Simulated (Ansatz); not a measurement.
**Computed properties of KF**

```
K F
1.0
     0.00000    2.97480    2.97480
     2.97480    0.00000    2.97480
     2.97480    2.97480    0.00000
K F
1 1
Direct
  0.00000 0.00000 0.00000
  0.25000 0.25000 0.25000
```

Atoms are numbered in the order listed.

Conventional cell: a = 5.950 Å, b = 5.950 Å, c = 5.950 Å, α = 90.00°, β = 90.00°, γ = 90.00°. K (atom 1) has 4 F at 2.58 Å as nearest neighbours. F (atom 2) is surrounded by 4 K at 2.58 Å.

The structure comes from a relaxation in the same program, started in the zincblende type, and has space group F-43m. Whether it is a known phase or the ground state wasn't checked.

All numbers are computed: DFT, PBE, all-electron LAPW, scalar-relativistic (Ansatz 0.2.0); DFT, PBE, PAW with Ansatz's default frozen-core files, scalar-relativistic (Ansatz 0.2.0).

For LAPW: a Γ-centred 11×11×11 k mesh, Fermi–Dirac smearing of 0.05 eV, basis error target 0.25 meV/atom, no spin polarisation. PAW takes a cutoff of 420 eV at this cell. The Ansatz runs share mesh, smearing and spin set-up. Values come from LAPW unless marked.

```json
{
 "Band gap": "5.06 eV, indirect from X (-0.5, -0.5, 0) to Γ",
 "Smallest direct gap on the path": "5.24 eV",
 "Löwdin charges (with 0.08 e of the cell spilling out of the atomic basis, so their sizes and signs hang on that basis)": "K1 0.87, F2 -0.79 e",
 "Bader charges (from the PAW run)": "K1 +0.87, F2 -0.87 e",
 "Volume per atom": "26.33 Å³",
 "Pressure at this cell": "0.02 GPa"
}
```
